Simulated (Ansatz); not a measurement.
# Varying the input for Al

All trials start from this Ansatz input:

```yaml
crystal:
  lattice:
    - [0.0, 2.0194648466, 2.0194648466]
    - [2.0194648466, 0.0, 2.0194648466]
    - [2.0194648466, 2.0194648466, 0.0]
  atoms:
    - { symbol: Al, position: [0.0, 0.0, 0.0] }
basis:
  ecutwfc: 420
kpoints:
  mp_grid: { grid: [10, 10, 10] }
hamiltonian:
  xc: pbe
scf:
  occupations: { method: gaussian, width: 0.1 }
output:
  forces: true
  stress: true
  eigenvalues: true
```

Command:

```bash
ansatz run input.yaml --threads 1 --pin off --max-ram 1331MiB --backend cpu --events-out ev --progress --plain --runs-dir out
```

The run converges in 6 SCF iterations on 47 irreducible k-points: pressure -0.02 GPa, no gap.

Settings here are deliberately varied, not converged. Each trial's input is given as a difference from the reference's; energies are extrapolated to zero smearing where there is one, and pressure is positive in compression. Charged cells sit in a uniform background, and their pressures hang on that convention.

**Question.** Trial 1:

```diff
 crystal:
   lattice:
-    - [0.0, 2.0194648466, 2.0194648466]
-    - [2.0194648466, 0.0, 2.0194648466]
-    - [2.0194648466, 2.0194648466, 0.0]
+    - [0.0, 1.9374174136, 1.9374174136]
+    - [1.9374174136, 0.0, 1.9374174136]
+    - [1.9374174136, 1.9374174136, 0.0]
+  symmetry: { detect: true }
+total_charge: 6
 basis:
-  ecutwfc: 420
+  ecutwfc: "15 Ha"
+  ecutrho_ratio: 4
 kpoints:
-  mp_grid: { grid: [10, 10, 10] }
+  mp_grid: { grid: [2, 2, 2], shift: [0.5, 0.5, 0.5] }
 scf:
+  max_iter: 61
 output:
+  dos: {}
```

What does the program give?

**Answer.** The program refuses the input:

```text
Error: inconsistent input (total_charge): 6 leaves -3.000 electrons of the 3 valence electrons — a charged cell must keep at least one electron
```

Next try, with these keys changed back:

```diff
-total_charge: 6
```

The run converges in 6 SCF iterations on 2 irreducible k-points: energy 296 meV per atom above the reference, pressure 16.23 GPa, no gap. It warns that the cutoff lies under the recommended one, 420 eV for these potentials; that the mesh lowers the symmetry.

**Question.** Trial 2:

```diff
+total_charge: 3
 hamiltonian:
-  xc: pbe
+  xc: pw91
 scf:
+  mixing: { beta: 0.47, ndim: 3, preconditioner: none }
+  max_iter: 59
 output:
-  eigenvalues: true
+  eigenvalues: false
```

What happens?

**Answer.** The program refuses the input:

```text
Error: YAML parse error: error: line 14 column 7: hamiltonian.xc: unknown variant `pw91`, expected one of `lda`, `lda-pw`, `pw92`, `pbe`, `pbesol`, `rpbe`, `revpbe`, `blyp`, `pbe0`, `revpbe0`, `b3lyp`, `b3lyp5`, `hse06`, `wpbeh`, `hiss`, `lc_wpbe`, `cam_b3lyp`, `hf`, `r2scan` …
```

Next try, with these keys changed back:

```diff
 hamiltonian:
-  xc: pw91
+  xc: pbe
```

The program refuses the input:

```text
Error: inconsistent input (total_charge): 3 leaves 0.000 electrons of the 3 valence electrons — a charged cell must keep at least one electron
```

Next try, with these keys changed back:

```diff
-total_charge: 3
```

The run converges in 6 SCF iterations on 47 irreducible k-points: the reference's energy to 0.01 meV per atom, pressure -0.02 GPa.

**Question.** Trial 3:

```diff
 kpoints:
-  mp_grid: { grid: [10, 10, 10] }
+  mp_grid: { kspacing: 1.1 }
 scf:
-  occupations: { method: gaussian, width: 0.1 }
+  occupations: { method: cold, width: 0.018 }
 output:
+  optics: { e_range: [0, 10], sigma: 0.2 }
```

What does the program give?

**Answer.** The run converges in 6 SCF iterations on 4 irreducible k-points: energy 564 meV per atom above the reference, pressure -0.72 GPa, no gap. It warns that optics were asked on partly filled bands.

**Question.** Trial 4:

```diff
 basis:
+  ecutrho_ratio: 3
 scf:
+  mixing: { algorithm: broyden, beta: 0.34, q_tf: 0.38 }
+  max_iter: 63
```

What does the program give?

**Answer.** The run converges in 4 SCF iterations on 47 irreducible k-points: the reference's energy to 0.01 meV per atom, pressure -0.02 GPa, no gap. It warns that the density cutoff lies under the recommended one.

**Question.** Trial 5:

```diff
 kpoints:
+  band_path: { path: [[0, 0, 0], [0.5, 0, 0], [0.5, 0.5, 0.5]], npoints: 8 }
 hamiltonian:
-  xc: pbe
+  xc: lda
 scf:
+  mixing: { algorithm: anderson, ndim: 1, beta: 0.02, preconditioner: none }
+  initial_density: { chi_scale: 0, normalization: atom }
+  max_iter: 63
```

What does the program give?

**Answer.** The run converges in 34 SCF iterations on 47 irreducible k-points: pressure -3.08 GPa, no gap.

**Question.** Trial 6:

```diff
 basis:
-  ecutwfc: 420
+  ecutwfc: 200
 scf:
+  lower_state_search: "off"
```

What does the program give?

**Answer.** The run converges in 6 SCF iterations on 47 irreducible k-points: energy 269 meV per atom above the reference, pressure 1.07 GPa (unreliable at so low a cutoff), no gap. It warns that the cutoff lies under the recommended one, 420 eV for these potentials.

**Question.** Trial 7:

```diff
+total_charge: -1
 kpoints:
-  mp_grid: { grid: [10, 10, 10] }
+  mp_grid: { grid: [8, 5, 4] }
 hamiltonian:
-  xc: pbe
+  xc: rpbe
```

What happens?

**Answer.** The run converges in 6 SCF iterations on 82 irreducible k-points: pressure -36.86 GPa (with the neutralising background of the charged cell), no gap. It warns that the mesh lowers the symmetry.

**Question.** Trial 8 (volume scaled):

```diff
 crystal:
   lattice:
-    - [0.0, 2.0194648466, 2.0194648466]
-    - [2.0194648466, 0.0, 2.0194648466]
-    - [2.0194648466, 2.0194648466, 0.0]
+    - [0.0, 1.8824840448, 1.8824840448]
+    - [1.8824840448, 0.0, 1.8824840448]
+    - [1.8824840448, 1.8824840448, 0.0]
 basis:
-  ecutwfc: 420
+  ecutwfc: 400
```

How does this run end?

**Answer.** The run converges in 6 SCF iterations on 47 irreducible k-points: energy 205 meV per atom above the reference, pressure 26.02 GPa, no gap. It warns that the cutoff lies under the recommended one, 420 eV for these potentials.

**Question.** Trial 9:

```diff
 kpoints:
-  mp_grid: { grid: [10, 10, 10] }
+  mp_grid: { grid: [2, 1, 1] }
 scf:
+  convergence: { dr2_threshold: "1e-3 eV" }
+relax:
+  adjacent_minimum: "off"
+  f_tol: 0.04
+  max_steps: 30
+  cell: { fix: [shape] }
```

How does this run end?

**Answer.** The relaxation ends after 9 steps and 24 SCF iterations, 747 meV per atom in free energy under its start, at 11.67 Å³/atom: energy 7.60 eV per atom below the reference, pressure 0.01 GPa, no gap. It warns that the SCF threshold is loose for the forces; that the SCF threshold is loose for the stress; that the mesh lowers the symmetry.

**Question.** Trial 10:

```diff
 basis:
-  ecutwfc: 420
+  ecutwfc: "48 Ry"
+  ecutrho_ratio: 8
+  precision: f64
 kpoints:
-  mp_grid: { grid: [10, 10, 10] }
+  mp_grid: { grid: [2, 2, 2] }
 hamiltonian:
-  xc: pbe
+  xc: blyp
+  dispersion: rvv10
 scf:
-  occupations: { method: gaussian, width: 0.1 }
+  occupations: { method: fixed }
+  mixing: { beta: 0.11, preconditioner: none }
+  convergence: { dr2_threshold: "1e-5 eV" }
+  max_iter: 71
```

What does the program give?

**Answer.** The program refuses the input:

```text
Error: inconsistent input (hamiltonian.dispersion, hamiltonian.xc): `dispersion: rvv10` has no canonical (b, C) pairing for the chosen semilocal exchange/correlation — only rPW86-x + PBE96-c (the original rVV10) and r²SCAN are tabulated
```

Next try, with these keys changed back:

```diff
 hamiltonian:
-  dispersion: rvv10
```

The program refuses the input:

```text
Error: inconsistent input (scf.occupations.method, magnetization): a σ = 0 step fill (method: fixed, or a smearing width below the step floor) cannot realise an odd electron count (3) without a locked total moment — the per-k integer fill puts the same N_el/2 bands in each spin channel …
```

Next try, with these keys changed back:

```diff
 scf:
-  occupations: { method: fixed }
+  occupations: { method: gaussian, width: 0.1 }
```

The run converges in 6 SCF iterations on 3 irreducible k-points: pressure -3.29 GPa, no gap. It warns that the SCF threshold is loose for the forces; that the SCF threshold is loose for the stress.